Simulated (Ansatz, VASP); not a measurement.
## Two plane-wave programs on GePt

```
CELL_PARAMETERS angstrom
4.67435 0.00000 0.00000
0.00000 2.92501 0.00000
0.00000 0.00000 4.76080
ATOMIC_POSITIONS crystal
Ge 0.75000 0.00000 0.71247
Ge 0.25000 0.00000 0.28753
Pt 0.75000 0.50000 0.19451
Pt 0.25000 0.50000 0.80549
```

Alike in both runs: functional PBE; k mesh 4 × 6 × 4; occupations gaussian, width 0.1 eV; no spin polarisation.

Ansatz relaxed the structure, and its values are those at the end. VASP's run is a single point on that final structure, the one shown.

```csv
,VASP,Ansatz
version,VASP 6.6.1,Ansatz 0.2.0
potentials or method,"VASP PAW PBE potentials, release 64 (Ge_d, Pt)","scalar-relativistic, plane waves, PAW"
plane-wave cutoff (eV),520,420
valence electrons in the cell,48,64
```

Ansatz gave:

* gap on the k mesh at the Fermi level (eV): none
* pressure (GPa): 0.3
* rms of the force components (eV/Å): 0.010

Question: Estimate VASP's values.

Answer: gap on the k mesh at the Fermi level (eV): none; pressure (GPa): 0.3; rms of the force components (eV/Å): 0.012.

A gap of «none» marks a metal or a gap that the smearing closes. The functional is the same, so the differences come from potentials, cutoffs and numerics. The two sets of potentials don't hold the same shells in valence.

The runs have no spin-orbit coupling, so splittings on Pt are missing.
